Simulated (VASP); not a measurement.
# CdSe (Cadmoselite) (P6_3mc) in VASP: settings compared

One crystal, CdSe (Cadmoselite), is run at these levels: LDA, PBEsol; tasks: elastic constants.

Program: VASP 6.6.1. These are calculated values, not measurements. Logs are shortened: lines on timing, memory, paths and dates and some standing lists are left out, and cuts for length are marked.

## 1. Starting point

It takes space group P6_3mc (No. 186, hexagonal). The conventional cell has a = 4.258 Å, b = 4.258 Å, c = 6.960 Å, α = 90.00°, β = 90.00°, γ = 120.00°. Cd (site symmetry 3m) is surrounded by 4 Se at 2.61 Å. Se (site symmetry 3m) has 4 Cd at 2.61 Å as nearest neighbours.

## 2. Elastic constants, LDA

POSCAR

```
CdSe
1.0
    4.2580782629     -0.0000000000      0.0000000000
   -2.1290391315      3.6876039470      0.0000000000
    0.0000000000     -0.0000000000      6.9598146318
  Cd              Se
     2     2
Direct
     0.3333333332999970    0.6666666667000030    0.0048795689573059
     0.6666666667000030    0.3333333332999970    0.5048795689573059
     0.3333333332999970    0.6666666667000030    0.3801204310426922
     0.6666666667000030    0.3333333332999970    0.8801204310426921
```

INCAR.step1

```
SYSTEM = CdSe
  PREC = Accurate
  ENCUT = 600
  EDIFF = 1E-8
  ISMEAR = 0
  SIGMA = 0.03
  LREAL = .False.
  LASPH = .True.
  NELM = 80
  ALGO = Fast
  ISIF = 3
  LWAVE = .False.
  LCHARG = .False.
  KPAR = 2
  IBRION = 2
  NSW = 40
  EDIFFG = -0.002
```

INCAR.step2

```
SYSTEM = CdSe
  PREC = Accurate
  ENCUT = 600
  EDIFF = 1E-8
  ISMEAR = 0
  SIGMA = 0.03
  LREAL = .False.
  LASPH = .True.
  NELM = 80
  ALGO = Fast
  ISIF = 3
  LWAVE = .False.
  LCHARG = .False.
  KPAR = 2
  IBRION = 6
  NFREE = 2
  POTIM = 0.015
  NSW = 1
  LEPSILON = .True.
```

KPOINTS

```
regular mesh
0
Gamma
  12 12 6
  0 0 0
```

Potentials or basis: VASP PAW LDA potentials, release 64 (Cd, Se).

On the command line:

```console
$ cat potpaw_LDA.64/Cd/POTCAR potpaw_LDA.64/Se/POTCAR > POTCAR
$ cp INCAR.step1 INCAR
$ mpirun -np 2 vasp_std > vasp.out
$ cp CONTCAR POSCAR
$ cp INCAR.step2 INCAR
$ mpirun -np 2 vasp_std > vasp.out
```

OUTCAR:

```text
SYSTEM = CdSe
   PREC = Accurate
   ENCUT = 600
   EDIFF = 1E-8
   ISMEAR = 0
   LREAL = .False.
   LASPH = .True.
   NELM = 80
   ISIF = 3
   IBRION = 6
   NFREE = 2
   POTIM = 0.015
   NSW = 1
   LEPSILON = .True.

 ion  position               nearest neighbor table
   1  0.333  0.667  0.005-   4 2.61   4 2.61   4 2.61   3 2.61
   2  0.667  0.333  0.505-   3 2.61   3 2.61   3 2.61   4 2.61
   3  0.333  0.667  0.380-   2 2.61   2 2.61   2 2.61   1 2.61
   4  0.667  0.333  0.880-   1 2.61   1 2.61   1 2.61   2 2.61

  LATTYP: Found a hexagonal cell.
 ALAT       =     4.2580782629
 C/A-ratio  =     1.6344966443

  Lattice vectors:

 A1 = (   4.2580782629,   0.0000000000,   0.0000000000)
 A2 = (  -2.1290391315,   3.6876039470,   0.0000000000)
 A3 = (   0.0000000000,   0.0000000000,   6.9598146318)

Analysis of symmetry for initial positions (statically):
=====================================================================
 Subroutine PRICEL returns:
 Original cell was already a primitive cell.

 Routine SETGRP: Setting up the symmetry group for a
 hexagonal supercell.

 Subroutine GETGRP returns: Found 12 space group operations
 (whereof  6 operations were pure point group operations)
 out of a pool of 24 trial point group operations.

The static configuration has the point symmetry C_3v.
 The point group associated with its full space group is C_6v.

Analysis of symmetry for dynamics (positions and initial velocities):
=====================================================================
 Subroutine PRICEL returns:
 Original cell was already a primitive cell.

 Routine SETGRP: Setting up the symmetry group for a
 hexagonal supercell.

 Subroutine GETGRP returns: Found 12 space group operations
 (whereof  6 operations were pure point group operations)
 out of a pool of 24 trial point group operations.

The dynamic configuration has the point symmetry C_3v.
 The point group associated with its full space group is C_6v.

 Subroutine INISYM returns: Found 12 space group operations
 (whereof  6 operations are pure point group operations),
 and found     1 'primitive' translations

----------------------------------------------------------------------------------------

                                     Primitive cell

  volume of cell :     109.2837

  direct lattice vectors                    reciprocal lattice vectors
     4.258078263  0.000000000  0.000000000     0.234847727  0.135589398  0.000000000
    -2.129039131  3.687603947  0.000000000     0.000000000  0.271178796  0.000000000
     0.000000000  0.000000000  6.959814632     0.000000000  0.000000000  0.143681988

  length of vectors
     4.258078263  4.258078263  6.959814632     0.271178796  0.271178796  0.143681988

  position of ions in fractional coordinates (direct lattice)
     0.333333333  0.666666667  0.004879569
     0.666666667  0.333333333  0.504879569
     0.333333333  0.666666667  0.380120431
     0.666666667  0.333333333  0.880120431

  ion indices of the primitive-cell ions
   primitive index   ion index
                 1           1
                 2           2
                 3           3
                 4           4
[... 201 lines left out ...]
    3    -0.00000    -0.00000     2.26826
 ion    3
    1    -2.14029     0.00000     0.00000
    2     0.00000    -2.14029     0.00000
    3    -0.00000     0.00000    -2.26826
 ion    4
    1    -2.14029     0.00000     0.00000
    2     0.00000    -2.14029     0.00000
    3     0.00000     0.00000    -2.26826
[... 71 lines left out ...]
  FREE ENERGIE OF THE ION-ELECTRON SYSTEM (eV)
  ---------------------------------------------------
  free  energy   TOTEN  =       -13.5110233615 eV

  energy  without entropy=      -13.5110233615  energy(sigma->0) =      -13.51102336

[... ionic steps 4 to 18 ...]

--------------------------------------- Ionic step       19  -------------------------------------------

 number of electron      35.9999991 magnetization

------------------------ aborting loop because EDIFF is reached ----------------------------------------
[... 71 lines left out ...]
--------------------------------------- Ionic step       21  -------------------------------------------

 number of electron      35.9999991 magnetization

 Free energy of the ion-electron system (eV)
  ---------------------------------------------------
  ext. energy  EPLUGINS =         0.00000000
  ---------------------------------------------------
  free energy    TOTEN  =       -13.51908705 eV

  energy without entropy =      -13.51908705  energy(sigma->0) =      -13.51908705

 E-fermi :   1.1800     XC(G=0):  -9.4142

 val. band max:        1.0631697063   @ k =   0.0000   0.0000   0.0000
 cond. band min:       1.5379584741   @ k =   0.0000   0.0000   0.0000
 fundamental gap:      0.4747887678
 Fermi energy:         1.1800066960

 k-point     1 :       0.0000    0.0000    0.0000
  band No.  band energies     occupation
      1     -11.7647      2.00000
      2     -11.3520      2.00000
      3      -7.0011      2.00000
      4      -6.9831      2.00000
      5      -6.9831      2.00000
      6      -6.9061      2.00000
[... 589 lines left out ...]
     21       6.1425      0.00000
     22       6.4033      0.00000

 [... further k-points ...]

------------------------ aborting loop because EDIFF is reached ----------------------------------------

  FORCE on cell =-STRESS in cart. coord.  units (eV):
  Direction    XX          YY          ZZ          XY          YZ          ZX
  --------------------------------------------------------------------------------------
  -------------------------------------------------------------------------------------
  Total       -0.0627551     -0.0627551      0.1309845      0.0000000      0.0000000      0.0000000
  in kB       -0.9200348     -0.9200348      1.9203253      0.0000000      0.0000000      0.0000000
  external PRESSURE =       0.0267519 kB  Pullay stress =       0.0000000 kB
[... 19 lines left out ...]
  FREE ENERGIE OF THE ION-ELECTRON SYSTEM (eV)
  ---------------------------------------------------
  free  energy   TOTEN  =       -13.5190870493 eV

  energy  without entropy=      -13.5190870492  energy(sigma->0) =      -13.51908705

 INTERNAL STRAIN TENSORS FROM STRAINED CELLS
 ============================================

 INTERNAL STRAIN TENSOR FOR ION    1 for displacements in x,y,z  (eV/Angst):
          X           Y           Z          XY          YZ          ZX
  --------------------------------------------------------------------------------
  x     0.00000    -0.00000    -0.00000    -5.71957     0.00000    -4.22097
  y    -5.74324     5.77536     0.00000     0.00002    -4.21523    -0.00001
  z    -4.17273    -4.17089     7.97138     0.00008    -0.00266     0.00001

 INTERNAL STRAIN TENSORS FROM DISPLACED ATOMS
 ============================================

 INTERNAL STRAIN TENSOR FOR ION    1 for displacements in x,y,z  (eV/Angst):
          X           Y           Z          XY          YZ          ZX
  --------------------------------------------------------------------------------
  x     0.00000    -0.00000     0.00000    -5.73397     0.00000    -4.21541
  y    -5.73397     5.73397     0.00000    -0.00000    -4.21541     0.00000
  z    -4.16120    -4.16120     7.91345     0.00000     0.00000     0.00000

 INTERNAL STRAIN TENSOR FOR ION    4 for displacements in x,y,z  (eV/Angst):
          X           Y           Z          XY          YZ          ZX
  --------------------------------------------------------------------------------
  x    -0.00000     0.00000     0.00000     6.99681    -0.00000     4.21093
  y     6.99681    -6.99681     0.00000     0.00000     4.21094    -0.00000
  z     4.14460     4.14460    -7.93210    -0.00000     0.00000     0.00000

 Eigenvectors and eigenvalues of the dynamical matrix
 ----------------------------------------------------

   1 f  =    5.764732 THz    36.220880 2PiTHz  192.290765 cm-1    23.841006 meV
             X         Y         Z           dx          dy          dz
     -0.000000  2.458403  0.033961    -0.000000   -0.000000    0.275468
      2.129039  1.229201  3.513868     0.000000    0.000000   -0.275468
     -0.000000  2.458403  2.645568    -0.000000   -0.000000   -0.651243
      2.129039  1.229201  6.125475     0.000000    0.000000    0.651243
[... 71 lines left out ...]
  12 f/i=    0.004835 THz     0.030378 2PiTHz    0.161274 cm-1     0.019995 meV
             X         Y         Z           dx          dy          dz
     -0.000000  2.458403  0.033961     0.000000    0.000000   -0.542360
      2.129039  1.229201  3.513868     0.000000    0.000000   -0.542360
     -0.000000  2.458403  2.645568     0.000000    0.000000   -0.453702
      2.129039  1.229201  6.125475     0.000000    0.000000   -0.453702

--------------------------------------------------------------------------------------------------------

 MACROSCOPIC STATIC DIELECTRIC TENSOR IONIC CONTRIBUTION
 ------------------------------------------------------
           2.795000    -0.000000    -0.000000
          -0.000000     2.795000     0.000000
          -0.000000     0.000000     3.285819
 ------------------------------------------------------

 ELASTIC MODULI CONTR FROM IONIC RELAXATION (kBar)
 Direction    XX          YY          ZZ          XY          YZ          ZX
 --------------------------------------------------------------------------------
 XX        -327.7647    132.7198    186.0509      0.0000      0.0000     -0.0000
 YY         132.7198   -327.7647    186.0509      0.0000      0.0000      0.0000
 ZZ         186.0509    186.0509   -354.9434     -0.0000      0.0000     -0.0000
 XY           0.0000      0.0000     -0.0000   -230.2422      0.0000      0.0000
 YZ          -0.0000      0.0000      0.0000     -0.0000    -95.8963      0.0000
 ZX          -0.0000      0.0000     -0.0000      0.0000      0.0000    -95.8962
 --------------------------------------------------------------------------------

 TOTAL ELASTIC MODULI (kBar)
 Direction    XX          YY          ZZ          XY          YZ          ZX
 --------------------------------------------------------------------------------
 XX         798.6293    496.7168    423.9214     -0.0000      0.0000     -0.0000
 YY         496.7168    798.6293    423.9214     -0.0000      0.0000      0.0000
 ZZ         423.9214    423.9214    910.3240     -0.0000      0.0000     -0.0000
 XY          -0.0000     -0.0000     -0.0000    150.9562      0.0000      0.0000
 YZ          -0.0000      0.0000      0.0000     -0.0000    134.9701     -0.0000
 ZX          -0.0000      0.0000     -0.0000      0.0000     -0.0000    134.9702
 --------------------------------------------------------------------------------

 PIEZOELECTRIC TENSOR IONIC CONTR  for field in x, y, z        (C/m^2)
          XX          YY          ZZ          XY          YZ          ZX
  --------------------------------------------------------------------------------
  x    -0.00000     0.00000    -0.00000    -0.00000     0.00000    -0.48715
  y    -0.00000    -0.00000     0.00000    -0.00000    -0.48715     0.00000
  z    -0.53266    -0.53266     1.01619     0.00000    -0.00000     0.00000
```

Wall time 60 min (2 MPI ranks of Intel Xeon Platinum 8559C (Emerald Rapids), shared host); peak memory 1.8 GiB.

Results:

```yaml
Electronic_dielectric_tensor_diagonal: 10.01, 10.01, 9.61
Born_charges_mean_of_the_diagonal: Cd +2.18; Se -2.18 e
Voigt_bulk_modulus: 58 GPa
Highest_phonon_frequency_at_Γ_LO-TO_splitting_left_out: 192 cm⁻¹
```

Phonon frequencies in cm⁻¹ (negative: imaginary):
| q point | frequencies |
| --- | --- |
| (0.000, 0.000, 0.000) | 0 0 0 33 33 125 174 178 178 181 181 192 |

Elastic tensor in Voigt notation (GPa, in the Cartesian axes of the cell as first typed):
```
80 50 42  0  0  0
50 80 42  0  0  0
42 42 91  0  0  0
 0  0  0 13  0  0
 0  0  0  0 13  0
 0  0  0  0  0 15
```

Electronic dielectric tensor:
```
10.01  0.00  0.00
 0.00 10.01  0.00
 0.00  0.00  9.61
```

Born effective charge tensors (e):
atom 1, Cd
```
2.14 0.00 0.00
0.00 2.14 0.00
0.00 0.00 2.27
```
atom 2, Cd
```
2.14 0.00 0.00
0.00 2.14 0.00
0.00 0.00 2.27
```
atom 3, Se
```
-2.14  0.00  0.00
 0.00 -2.14  0.00
 0.00  0.00 -2.27
```
atom 4, Se
```
-2.14  0.00  0.00
 0.00 -2.14  0.00
 0.00  0.00 -2.27
```

Clamped-ion elastic tensor (GPa):
```
113  36  24   0   0   0
 36 113  24   0   0   0
 24  24 127   0   0   0
  0   0   0  23   0   0
  0   0   0   0  23   0
  0   0   0   0   0  38
```

(Part 1 of 2 ends here.)
